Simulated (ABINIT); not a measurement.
PtS2:

```
Pt S
1.0
     3.54320    0.00000    0.00000
    -1.77160    3.06850    0.00000
     0.00000    0.00000    5.03880
Pt S
1 2
Cartesian
  0.0000 0.0000 0.0000
  1.7716 1.0228 3.8950
  0.0000 2.0457 1.1438
```

* Program: ABINIT 10.8.3 (patched build)
* Task: relaxation of cell and atoms
* Functional: r2SCAN
* Potentials or basis: JTH PAW PBE v2.0
* Cutoff: 653 eV
* k mesh: 4 × 4 × 2
* Occupations: fermi-dirac, width 0.05 eV
* Spin: no spin polarisation

At the start: pressure 9.9 GPa; volume 18.26 Å³/atom.

Q: Where does the relaxation end?

A: Over 8 steps the energy falls by 44.5 meV/atom and the volume is 19.07 Å³/atom (+4.4 %); space group P-3m1 (No. 164, to 0.05 Å).

The path:
```csv
step,energy change (eV),largest force (eV/Å),pressure (GPa),volume (Å³)
1,0.0000,1.3810,9.88,54.78
2,-0.0984,0.6964,3.56,56.46
3,-0.1229,0.2450,-0.12,57.56
4,-0.1260,0.1416,-0.65,57.70
5,-0.1308,0.0120,-1.00,57.68
6,-0.1329,0.0538,-0.62,57.45
7,-0.1335,0.0249,-0.11,57.25
8,-0.1335,0.0085,0.02,57.22
```

Final structure:
```
Pt S
1.0
     3.56920    0.00000    0.00000
    -1.78460    3.09102    0.00000
     0.00000    0.00000    5.18628
Pt S
1 2
Direct
  0.00000 0.00000 0.00000
  0.66667 0.33333 0.76371
  0.33333 0.66667 0.23629
```

Caveat: the k mesh is coarse (spacing up to 0.62 Å⁻¹), so the values aren't converged; the PAW data sets were made with another functional, which shifts forces and pressure a little.
